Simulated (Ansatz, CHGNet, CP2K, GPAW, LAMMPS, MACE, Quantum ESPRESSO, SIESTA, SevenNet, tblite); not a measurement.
## Liquid Al2O3 at 2500 K (95 atoms): one structure in several programs

Wanted: errors and costs of other methods on liquid Al2O3 at 2500 K (95 atoms). A plane-wave run serves as the reference.

Method: Kohn-Sham DFT, PBE, SSSP efficiency 1.3.0 pseudopotentials, plane waves, in Quantum ESPRESSO 7.5.

**1. Set-up**

The cell holds 95 atoms: 38 Al and 57 O. Its edges and angles: a = 10.461 Å, b = 10.461 Å, c = 10.461 Å, α = 90.0°, β = 90.0°, γ = 90.0°. 95 atoms (38 Al, 57 O) placed at random at 2.81 g/cm³, melted at 4500 K for 20 ps at fixed volume with the Morse and Coulomb pair potential with partial charges (Pedone, Malavasi, Menziani, Cormack and Segre, J. Phys. Chem. B 110, 11780 (2006)). Snapshot at the end of a hold of 20 ps at 2500 K and fixed volume.

**2. The reference run**

File pw.in:

```
&control
  calculation = 'scf'
  pseudo_dir = './pseudo'
  outdir = './tmp'
  disk_io = 'none'
  tprnfor = .true.
  tstress = .true.
/
&system
  ibrav = 0
  nat = 95
  ntyp = 2
  ecutwfc = 60
  ecutrho = 480
  nosym = .true.
  occupations = 'smearing'
  smearing = 'fd'
  degauss = 0.003675
/
&electrons
  conv_thr = 4.8e-07
  electron_maxstep = 100
  mixing_beta = 0.4
  mixing_mode = 'plain'
  diagonalization = 'david'
/
ATOMIC_SPECIES
Al 26.982 Al.upf
O 15.999 O.upf
CELL_PARAMETERS angstrom
10.46110 0.00000 0.00000
0.00000 10.46110 0.00000
0.00000 0.00000 10.46110
ATOMIC_POSITIONS crystal
Al 0.31092 0.51954 0.21712
Al 0.72508 0.71464 0.51916
Al 0.26028 0.24210 0.79901
Al 0.88878 0.06937 0.19112
Al 0.90041 0.62339 0.28648
Al 0.68242 0.21330 0.99994
Al 0.70029 0.39764 0.17473
Al 0.88722 0.30090 0.84609
Al 0.67418 0.86242 0.28690
Al 0.66824 0.48780 0.73504
Al 0.82751 0.98856 0.88671
Al 0.10574 0.71448 0.45568
[... 79 atom lines left out ...]
O 0.31705 0.80579 0.55228
O 0.04404 0.47431 0.74946
O 0.25267 0.15125 0.94798
O 0.92510 0.98806 0.00654
K_POINTS gamma
```

The run is started by

```sh
$ OMP_NUM_THREADS=1 mpirun -np 4 pw.x -in pw.in > output.txt
```

Output:

```text
Program PWSCF
     gamma-point specific algorithms are used
     one sub-group per band group will be used
     scalapack distributed-memory algorithm (size of sub-group:  2*  2 procs)
     Parallelization info
     sticks:   dense  smooth     PW     G-vecs:    dense   smooth      PW
     Min        3728    1859    467               342940   121171   15138
     Max        3729    1862    472               342944   121174   15140
     Sum       14913    7441   1877              1371769   484689   60557
     bravais-lattice index     =            0
     lattice parameter (alat)  =      19.7686  a.u.
     unit-cell volume          =    7725.5367 (a.u.)^3
     number of atoms/cell      =           95
     number of atomic types    =            2
[... lines left out ...]
     scf convergence threshold =      4.8E-07
[... lines left out ...]
     number of k points=     1  Fermi-Dirac smearing, width (Ry)=  0.0037
[... lines left out ...]
     total energy              =   -3876.55226709 Ry
[... lines left out ...]
     total energy              =   -3883.65047878 Ry
[... lines left out ...]
     total energy              =   -3883.71978938 Ry
[... lines left out ...]
     c_bands:  1 eigenvalues not converged
[... lines left out ...]
     total energy              =   -3883.77804956 Ry
[... lines left out ...]
     total energy              =   -3883.77804979 Ry
[... lines left out ...]
   -14.3073 -14.2719 -14.1070 -14.0839 -14.0267 -13.9739 -13.9079 -13.7870
   -13.6931 -13.6233 -13.5942 -13.3878 -13.2847 -13.2565 -13.2187 -13.1607
[...]
10.8715  10.9612  11.0066  11.0344  11.1343  11.2256  11.2567  11.3819
    11.4263  11.4737  11.5243  11.6619  11.7514  11.8301  11.8695  11.9760
    12.0477  12.1005
     the Fermi energy is     5.6702 ev
!    total energy              =   -3883.77804993 Ry
     total all-electron energy =    -27041.476617 Ry
     estimated scf accuracy    <       0.00000003 Ry
     smearing contrib. (-TS)   =      -0.00000019 Ry
     internal energy E=F+TS    =   -3883.77804975 Ry
     The total energy is F=E-TS. E is the sum of the following terms:
     one-electron contribution =    -887.98093512 Ry
     hartree contribution      =     724.76925147 Ry
     xc contribution           =    -531.30501686 Ry
     ewald contribution        =   -1329.78669509 Ry
     one-center paw contrib.   =   -1859.47465414 Ry
     convergence has been achieved in  12 iterations
     Forces acting on atoms (cartesian axes, Ry/au):
     atom    1 type  1   force =     0.05420264   -0.01334143    0.00539512
     atom    2 type  1   force =     0.03149060    0.00303419    0.06641152
     atom    3 type  1   force =     0.03552137    0.00777964   -0.06779391
[...]
atom   94 type  2   force =    -0.14628208   -0.01161382   -0.07726648
     atom   95 type  2   force =     0.10049608    0.03309589    0.21061006
     Total force =     1.842461     Total SCF correction =     0.000329
     Computing stress (Cartesian axis) and pressure
          total   stress  (Ry/bohr**3)                   (kbar)     P=       47.65
   0.00024264   0.00007781   0.00008941           35.69       11.45       13.15
   0.00007781   0.00023491   0.00025118           11.45       34.56       36.95
   0.00008941   0.00025118   0.00049417           13.15       36.95       72.69
     Message from routine punch:
     Nothing written, as per user request (disk_io='none')
```

The job ended after 3.1 min (4 MPI ranks of Arm Neoverse V2, shared host; peak memory 4.2 GiB; 12 min of CPU time).

Banners, paths, timers and routine set-up lines are dropped from the logs unmarked, and long logs keep their key lines alone; longer cuts are marked.

Numbers from this run:

| Quantity | Value |
| --- | --- |
| r.m.s. force component | 2.806 eV/Å |
| longest force | 14.18 eV/Å |
| pressure | 4.765 GPa |
| gap (highest filled to lowest empty level) | 1.41 eV |

**3. Structure statistics**

g(r), total and by pair (bins of 0.2 Å):

| r (Å) | total | O-O | O-Al | Al-Al |
| --- | --- | --- | --- | --- |
| 1.40 | 0.05 | 0.00 | 0.10 | 0.00 |
| 1.60 | 1.19 | 0.00 | 2.48 | 0.00 |
| 1.80 | 2.06 | 0.00 | 4.29 | 0.00 |
| 2.00 | 0.75 | 0.00 | 1.54 | 0.00 |
| 2.20 | 0.61 | 0.17 | 1.14 | 0.00 |
| 2.40 | 0.42 | 0.42 | 0.49 | 0.22 |
| 2.60 | 1.06 | 2.07 | 0.53 | 0.36 |
| 2.80 | 1.19 | 2.22 | 0.35 | 1.36 |
| 3.00 | 1.27 | 2.18 | 0.30 | 2.11 |
| 3.20 | 1.03 | 1.15 | 0.58 | 2.10 |
| 3.40 | 0.86 | 0.83 | 0.67 | 1.53 |
| 3.60 | 0.95 | 0.69 | 1.08 | 1.12 |
| 3.80 | 1.00 | 0.84 | 1.23 | 0.70 |
| 4.00 | 1.09 | 0.65 | 1.52 | 0.79 |
| 4.20 | 1.02 | 0.76 | 1.34 | 0.61 |
| 4.40 | 1.01 | 0.74 | 1.31 | 0.72 |
| 4.60 | 0.99 | 0.77 | 1.23 | 0.81 |
| 4.80 | 0.93 | 0.93 | 0.88 | 1.05 |
| 5.00 | 1.00 | 1.09 | 0.89 | 1.16 |

Bonds by pair of elements; cutoffs follow the first minimum of g(r), held within bounds set by covalent radii, and pairs that aren't listed don't count as bonded (cutoffs were set anew for this text, so counts can differ from the run's own analysis):

| pair A-B | cutoff (Å) | bonds | mean length (Å) | spread (Å) | shortest (Å) | B about A | A about B |
| --- | --- | --- | --- | --- | --- | --- | --- |
| O-Al | 2.48 | 164 | 1.90 | 0.233 | 1.44 | 2.88 | 4.32 |

How many atoms have how many bonded neighbours:

| element | mean | 2 | 3 | 4 | 5 | 6 |
| --- | --- | --- | --- | --- | --- | --- |
| Al | 4.32 | 0 | 5 | 18 | 13 | 2 |
| O | 2.88 | 13 | 38 | 6 | 0 | 0 |

Oxygen atoms by the number of network formers (Si, P, Ge, B, Al, As, Ga) bound to them:

| network formers bound to O | O atoms | per cent |
| --- | --- | --- |
| 0 | 0 | 0 |
| 1 | 0 | 0 |
| 2 | 13 | 22.8 |
| 3 | 38 | 66.7 |
| 4 | 6 | 10.5 |

Network units: each former by its oxygen neighbours and how many of them bridge to another former:

| former | O neighbours | bridging O | atoms |
| --- | --- | --- | --- |
| Al | 3 | 3 | 5 |
| Al | 4 | 4 | 18 |
| Al | 5 | 5 | 13 |
| Al | 6 | 6 | 2 |

Rings of the network by King's shortest-path rule, up to 12 atoms, one path for each pair of neighbours; H, halogens, alkali and alkaline-earth atoms are left out, and the last column divides by all other atoms, bonded or not:

| ring size (atoms) | rings | per network atom |
| --- | --- | --- |
| 4 | 23 | 0.242 |
| 6 | 43 | 0.453 |
| 8 | 68 | 0.716 |
| 10 | 39 | 0.411 |
| 12 | 4 | 0.042 |

**4. The other programs**

The programs:
- CHGNet: machine-learned potential, published weights.
- CP2K 2026.2: Gaussian basis with GTH pseudopotentials and a plane-wave density; labels give functional, basis (MOLOPT sets; SR short-range, UZH the newer set with its own potentials), grid cutoff/relative cutoff and solver (OT: orbital transformation; TRS4, TC2, SIGN: linear-scaling purification with its sparsity filter), or its built-in tight binding.
- GPAW 26.7.0: PAW with atomic orbitals (LCAO), plane waves or a real-space grid of spacing h.
- MACE: machine-learned potential, published weights.
- Quantum ESPRESSO 7.5: plane waves; labels (QE) give functional, pseudopotential set and cutoffs of waves/density.
- SIESTA 5.4.2: numerical atomic orbitals, whose automatically made sets are far from complete, with PseudoDojo norm-conserving potentials that we converted to its format (checked against plane waves on the same files for H, C, O, Si, Ge and Ca alone); labels give functional, basis size, energy shift and mesh cutoff.
- SevenNet: machine-learned potential, published weights.
- tblite 0.8.0: extended tight binding, driven from Python.

All use the same cell and atoms; the electronic-structure runs use the same k-mesh, and an electronic temperature of 580 K (0.05 eV) where levels are smeared.

Differences are against the plane-wave reference, forces as r.m.s. over components; share is that over the reference's r.m.s. force, slope the least-squares factor from reference forces to these. Total energies of different programs have different zeros and aren't compared.

| run | Δ force, r.m.s. (meV/Å) | share (%) | slope | Δ pressure (GPa) | Δ gap (eV) | cores | CPU time | memory (GiB) |
| --- | --- | --- | --- | --- | --- | --- | --- | --- |
| reference | - | - | - | - | - | 4 | 12 min | 4.2 |
| CHGNet r2SCAN potential | 594 | 21.2 | 0.813 | -7.09 | - | 1 | 3.3 s | 1.4 |
| CP2K PBE, DZVP-MOLOPT-SR, 600/50 Ry, OT DIIS | 181 | 6.46 | 0.951 | -1.13 | -0.0786 | 4 | 9.7 min | 2.8 |
| CP2K PBE, SZV-MOLOPT-SR, 600/50 Ry, OT DIIS (coarse) | 598 | 21.3 | 1.123 | 14.2 | -0.537 | 2 | 5.4 min | 1.6 |
| GPAW PBE, LCAO dzp, h 0.18 Å | 283 | 10.1 | 1.065 | - | -0.109 | 2 | 5.4 min | 2.3 |
| GPAW PBE, LCAO dzp, h 0.18 Å, other mixer settings | 283 | 10.1 | 1.065 | - | -0.109 | 2 | 7.1 min | 2.2 |
| GPAW PBE, LCAO szp(dzp), h 0.18 Å (coarse) | 278 | 9.92 | 1.064 | - | -0.213 | 1 | 3.8 min | 1.9 |
| MACE MPA-0 medium potential | 139 | 4.95 | 0.972 | -0.153 | - | 1 | 7.5 s | 1.2 |
| QE PBE, sssp-1.3.0-efficiency, 35/280 Ry (coarse) | 10.0 | 0.357 | 1.000 | -11.3 | -0.0086 | 2 | 6.2 min | 1.8 |
| SIESTA PBE, DZ, shift 0.01 Ry, mesh 500 Ry (coarse) | 710 | 25.3 | 1.186 | 7.66 | -0.253 | 2 | 3.5 min | 1.7 |
| SIESTA PBE, DZP, shift 0.01 Ry, mesh 500 Ry | 214 | 7.64 | 1.054 | 2.20 | -0.0751 | 2 | 9.7 min | 2.9 |
| SevenNet 0 potential | 162 | 5.78 | 0.976 | -1.00 | - | 1 | 6.9 s | 1.0 |
| tblite GFN1-xTB | 810 | 28.9 | 0.767 | 16.1 | - | 1 | 7.8 s | 0.13 |

Rows marked coarse were listed beforehand as settings not expected to be converged; some can still land near the reference.

Times of the machine-learned potentials are mostly Python's start and the loading of weights.

CPU time is summed over cores on a shared host, where runs went side by side, so it is rough. Symmetry, cutoffs, thresholds, outputs and thread counts weren't matched or tuned between programs; memory under MPI is the largest rank's times the ranks.

Runs without a result: CP2K PBE, DZVP-MOLOPT-SR, 600/50 Ry, TRS4 filter 1e-07, SCF 1e-07 (not converged, the SCF not settling); CP2K PBE, DZVP-MOLOPT-SR, 600/50 Ry, TRS4 filter 1e-05, SCF 1e-06 (not converged, the SCF not settling).

Mean charges by element (e), by run and scheme:

| run | scheme | Al | O |
| --- | --- | --- | --- |
| CP2K PBE, DZVP-MOLOPT-SR, 600/50 Ry, OT DIIS | Mulliken | +1.01 | -0.67 |
| CP2K PBE, DZVP-MOLOPT-SR, 600/50 Ry, OT DIIS | Hirshfeld | +0.52 | -0.35 |
| SIESTA PBE, DZP, shift 0.01 Ry, mesh 500 Ry | Hirshfeld | +0.40 | -0.27 |
| tblite GFN1-xTB | Mulliken | +0.50 | -0.34 |

Within one program, basis, potentials and functional, energies share a zero. Each run against its twin at the usual cutoff or grid and solver:

| run | twin | Δ energy (meV/atom) | Δ force, r.m.s. (meV/Å) | CPU time over the twin's |
| --- | --- | --- | --- | --- |
| GPAW PBE, LCAO dzp, h 0.18 Å, other mixer settings | LCAO dzp, h 0.18 Å | 0 | 1.03 | 1.3 |
| QE PBE, sssp-1.3.0-efficiency, 35/280 Ry | sssp-1.3.0-efficiency, 60/480 Ry | 123 | 10.0 | 0.50 (this twin ran on 4 cores) |

**5. What came out**

```yaml
reference_r_m_s_force_component: 2.81 eV/Å
nearest_in_forces: QE PBE, sssp-1.3.0-efficiency, 35/280 Ry (coarse), 0.36 %
farthest_in_forces: tblite GFN1-xTB, 29 %
cheapest_electronic_structure_run_beside_the_reference: tblite GFN1-xTB, 7.8 s of CPU time
```

**Reading.** The PBE runs in local orbitals, coarse settings apart, differ by 6.5 % (CP2K PBE, DZVP-MOLOPT-SR, 600/50 Ry, OT DIIS) to 10 % (GPAW PBE, LCAO dzp, h 0.18 Å); basis, grid and potentials can all enter. Tight binding differs by 29 % (tblite GFN1-xTB); it is another model, with fitted parameters of its own, and the xTB methods hold dispersion. Machine-learned potentials differ by 5.0 % (MACE MPA-0 medium potential) to 21 % (CHGNet r2SCAN potential); they were trained on other programs' data, some at another functional. Runs with settings chosen to be coarse differ by 0.36 % (QE PBE, sssp-1.3.0-efficiency, 35/280 Ry) to 25 % (SIESTA PBE, DZ, shift 0.01 Ry, mesh 500 Ry), their programs' other errors included. Of the electronic-structure runs that take under half the reference's CPU time, GPAW PBE, LCAO szp(dzp), h 0.18 Å is among the nearest, at 9.9 % in 3.8 min against 12 min. SIESTA PBE, DZ, shift 0.01 Ry, mesh 500 Ry stiffens the forces by a factor of 1.19 while following their directions (correlation 0.990); the slopes of the 2 SIESTA runs lie between 1.05 and 1.19. At the same functional, gaps differ from the reference's 1.41 eV by between -0.54 and -0.01 eV. In pressure, CP2K PBE, SZV-MOLOPT-SR, 600/50 Ry, OT DIIS misses by +14.2 GPa, at the same functional. Charges hang on model, scheme and program or settings: among these rows the mean for Al runs from +0.40 to +1.01 e. In the reference: filled and empty levels are parted by 1.41 eV (on the run's k-points); a semilocal functional tends to put such gaps too low. In a disordered cell it changes from sample to sample and from frame to frame. In the reference: for some of the pairs, g(r) has its first main peak near 2.8 Å (O-O) and 1.7 Å (O-Al). Periodic xTB results under one method name differ between programs and library versions. The reference's pressure holds the uncorrected Pulay stress of its 60 Ry basis, so small pressure differences, and their order, may be the reference's own error. The frame stands for 2500 K, but pressures are static and levels are smeared at 580 K. Machine-learned potentials mimic data converged in k, so the reference's own k-point error enters their differences. The network of bonds at the start is that of the classical potential that made the cell, and needn't be the one that DFT or experiment would give. The reference's stress is far from hydrostatic: its diagonal is 3.6, 3.5, 7.3 GPa, compression counted positive. The electronic-structure runs sample only Γ, in a cell whose shortest periodic width is 10 Å.

[Also dropped from logs without a mark: logging warnings of Python, and SIESTA's first energy breakdown and zero terms.]

[Logs are printed without paths, hosts, clocks, repeated set-up lines and the standing remarks that a program may print on its own settings, such as how far it seeks lower states.]

[Hosts, paths, dates, database ids (printed as entryN), source tags and the programs' standing remarks are cut or masked in the printed files.]
